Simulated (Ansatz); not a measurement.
How far is this AlN from the hull?

Computed with Ansatz 0.2.0, DFT PBE, scalar-relativistic, plane waves, PAW. Settings: cutoff 420 eV, Γ-centred meshes spaced at most about 0.3 Å⁻¹ (2π included), Gaussian smearing. No spin polarisation.

Formation energies are uncorrected and refer to the elements' standard structures at the same level (N₂ as a molecule).

Temperature and zero-point effects are left out. Weakly bound directions are ill-defined at this level, which has no dispersion term (P4/mmm), and this can change margins and order among such cells.

The competitors are the elements and 1 reference phase of this chemical system (from databases or known types: AlN), relaxed at the same level; other known phases may be missing.

The candidate was reached from: random cell.

```cif
data_structure
_symmetry_space_group_name_H-M 'P 1'
_symmetry_Int_Tables_number 1
_cell_length_a 2.6924
_cell_length_b 2.6924
_cell_length_c 5.0033
_cell_angle_alpha 90.000
_cell_angle_beta 90.000
_cell_angle_gamma 90.000
_cell_volume 36.27
loop_
_atom_site_label
_atom_site_type_symbol
_atom_site_fract_x
_atom_site_fract_y
_atom_site_fract_z
_atom_site_occupancy
Al1 Al 0.50000 0.50000 0.50000 1
N1 N 0.00000 0.00000 0.50000 1
```

Task: Where does it stand against these competitors?

Result: Not the lowest form: another structure of the same formula lies lower. Its formation energy is -0.655 eV/atom. The lowest competing phase at this composition is this:

| phase | space group | source | share of atoms | ΔE_f (eV/atom) |
| --- | --- | --- | --- | --- |
| AlN | P6_3mc (No. 186) | Materials Project | 1.0000 | -1.368 |

The candidate lies 0.71 eV/atom above this phase. The candidate matches no cell in the subsets of the Crystallography Open Database and the Materials Project at hand. A phase this far over the hull is unlikely to be made. Shaken at random and relaxed again it fell by 268 meV/atom, so it probably isn't a firm minimum.
